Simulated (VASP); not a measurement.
Wanted: the native input for a VASP 6.6.1 run.

```
Task                   : relaxation of cell and atoms
Functional             : PBE
Dispersion             : D3(BJ)
Potentials or basis    : VASP PAW PBE potentials, release 64 (C)
Cutoff                 : 600 eV
k mesh                 : 12 × 12 × 4
Occupations            : gaussian, width 0.03 eV
Spin                   : no spin polarisation
Further INCAR settings : ALGO = Normal; EDIFF = 1e-06; IBRION = 2; EDIFFG = -0.01; NSW = 90; ISIF = 3
```

The structure of C lies in POSCAR:

```
C
1.0
    2.4672912616      0.0000000000      0.0000000000
   -1.2336456308      2.1367369111      0.0000000000
    0.0000000000      0.0000000000      7.8030730000
C
4
Direct
    0.0000000000      0.0000000000      0.2500000000
    0.0000000000      0.0000000000      0.7500000000
    0.3333333300      0.6666666700      0.2500000000
    0.6666666700      0.3333333300      0.7500000000
```

One way to write it, as run:

INCAR

```
PREC = Accurate
ENCUT = 600
EDIFF = 1E-6
ISMEAR = 0
SIGMA = 0.03
LREAL = F
LASPH = T
NELM = 80
ALGO = Normal
ISIF = 3
LWAVE = F
LCHARG = F
GGA = PE
IVDW = 12
IBRION = 2
NSW = 90
EDIFFG = -0.01
KPAR = 4
```

KPOINTS

```
Automatic mesh
0
Gamma
  12 12 4
```

Potentials or basis: VASP PAW PBE potentials, release 64 (C).

Launch:

```bash
$ cat potpaw_PBE.64/C/POTCAR > POTCAR
$ mpirun -np 4 vasp_std > vasp.out
```

It gave:

```json
{
  "Relaxed volume": "8.80 Å³/atom",
  "Relaxed cell": "a = 2.465 Å, b = 2.465 Å, c = 6.691 Å, α = 90.00°, β = 90.00°, γ = 120.00°",
  "Space group after relaxing (to 0.05 Å)": "P6_3/mmc (No. 194)",
  "Energy gained by relaxing": "15.3 meV/atom",
  "Ionic steps": "12",
  "Pressure after relaxing": "0.1 GPa",
  "Band gap on the k mesh": "none (metal or under the smearing width)",
  "Dispersion energy per atom": "-0.157 eV"
}
```

Wall time 30 s on 4 MPI ranks on AMD EPYC 9R45 96-Core Processor (Zen 5), on a shared host, peak memory 0.17 GiB a rank.
